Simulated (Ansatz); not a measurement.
The system is Pd.

```
CELL_PARAMETERS angstrom
2.78367 0.00000 0.00000
-1.39183 2.41072 0.00000
0.00000 0.00000 4.62889
ATOMIC_POSITIONS crystal
Pd 0.33333 0.66667 0.25000
Pd 0.66667 0.33333 0.75000
```

This isn't the form of Pd at room conditions, which is fcc.

- Program: Ansatz 0.2.0
- Task: relaxation of cell and atoms
- Functional: RPBE
- Potentials or basis: Ansatz PAW
- Cutoff: 420 eV (not typed: the program's choice for these potentials)
- k mesh: 11 × 11 × 6
- Occupations: fermi-dirac, width 0.05 eV
- Spin: no spin polarisation

At the start: volume 15.53 Å³/atom.

**Question.** How do energy, volume and symmetry change on relaxing?

**Answer.** It ends after 5 steps and the volume is 15.85 Å³/atom (+2.1 %); space group P6_3/mmc (No. 194, to 0.05 Å).

Step by step:
```
step  energy change (eV)  largest force (eV/Å)  volume (Å³)
   1              0.0000                0.0000        31.06
   2             -0.0021                0.0000        32.22
   3             -0.0059                0.0000        31.73
   4             -0.0059                0.0000        31.71
   5             -0.0061                0.0000        31.71
```

Final structure:
```cif
data_structure
_symmetry_space_group_name_H-M 'P 1'
_symmetry_Int_Tables_number 1
_cell_length_a 2.8011
_cell_length_b 2.8011
_cell_length_c 4.6662
_cell_angle_alpha 90.000
_cell_angle_beta 90.000
_cell_angle_gamma 120.000
_cell_volume 31.71
loop_
_atom_site_label
_atom_site_type_symbol
_atom_site_fract_x
_atom_site_fract_y
_atom_site_fract_z
_atom_site_occupancy
Pd1 Pd 0.33333 0.66667 0.25000 1
Pd2 Pd 0.66667 0.33333 0.75000 1
```

Caveat: the plane-wave basis is chosen anew once the cell has moved, so the energies of steps on either side of that aren't comparable; the PAW data sets come from PBE, with cores solved anew for the run's functional, which leaves a small shift of forces and pressure.
